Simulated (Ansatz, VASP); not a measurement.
**One calculation of C, two programs**

```
CELL_PARAMETERS angstrom
2.63638 1.52211 1.42721
-2.63638 1.52211 1.42721
0.00000 -3.04422 1.42721
ATOMIC_POSITIONS crystal
C 0.33121 0.33121 0.33121
C 0.66879 0.66879 0.66879
C 0.58400 0.41600 0.00000
C 0.00000 0.58400 0.41600
C 0.41600 0.00000 0.58400
```

Alike in both runs: functional PBE; k mesh 12 × 12 × 12; occupations gaussian, width 0.02 eV; no spin polarisation.

Ansatz relaxed the structure, and its values are those at the end. VASP's run is a single point on that final structure, the one shown.

|  | VASP | Ansatz |
| --- | --- | --- |
| version | VASP 6.6.1 | Ansatz 0.2.0 |
| potentials or method | VASP PAW PBE potentials, release 64 (C) | scalar-relativistic, plane waves, PAW |
| plane-wave cutoff (eV) | 520 | 420 |
| valence electrons in the cell | 20 | 20 |

Ansatz gave:

- gap on the k mesh at the Fermi level (eV): 1.39
- least direct gap on the mesh (eV): 1.98
- pressure (GPa): 0.0
- rms of the force components (eV/Å): 0.001

Problem. What did VASP give for the same quantities?

Solution. gap on the k mesh at the Fermi level (eV): 1.39; least direct gap on the mesh (eV): 1.98; pressure (GPa): 0.5; rms of the force components (eV/Å): 0.031.
